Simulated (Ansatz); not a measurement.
Starting cell, CaF2 (fluorite):

```
CaF2
1.0
    0.00000     5.51096     5.51096
    2.75548     0.00000     2.75548
    2.75548     2.75548     0.00000
Ca F
2 4
Cartesian
  0.00000   0.00000   0.00000
  2.75548   5.51096   2.75548
  1.37774   1.37774   1.37774
  1.37774   4.13322   4.13322
  4.13322   4.13322   4.13322
  4.13322   6.88870   6.88870
```

The atoms are displaced by Q × the pattern below (from a DFPT mode at L = (0.5, 0.0, 0.0), largest move 1; Q in Å), at fixed cell. It is one choice among 2 degenerate patterns. (q is in reciprocal vectors of the primitive cell; the cell shown is doubled to hold the pattern.)

| atom | x | y | z |
|---|---|---|---|
| Ca1 | 0.285 | -0.520 | 0.805 |
| Ca2 | -0.285 | 0.520 | -0.805 |
| F3 | 0.139 | -0.253 | 0.391 |
| F4 | -0.139 | 0.253 | -0.391 |
| F5 | -0.139 | 0.253 | -0.391 |
| F6 | 0.139 | -0.253 | 0.391 |

Computed with PBE (plane waves to 420 eV, PAW, scalar-relativistic; Ansatz, a quantum-chemistry and plane-wave program). k mesh 5×10×10 (Γ-centred), Fermi-Dirac smearing 0.05 eV. CaF2 was relaxed with its symmetry unable to fall.

At one point of the scan the forces (eV/Å) are:

```
atom      Fx      Fy      Fz
----  ------  ------  ------
Ca1   -0.254   0.442  -0.623
Ca2    0.254  -0.442   0.623
F3    -0.139   0.116  -0.232
F4    -0.066  -0.035   0.059
F5     0.139  -0.116   0.232
F6     0.066   0.035  -0.059
```

Question: Which point is it?
(A) Q = 0.280 Å
(B) Q = 0.187 Å
(C) Q = 0.047 Å
(D) Q = 0.093 Å

Answer: A, Q = 0.280 Å

(For displaced atoms, the force is minus the slope of the energy, and its curvature is a force constant, which sets phonon frequencies.)
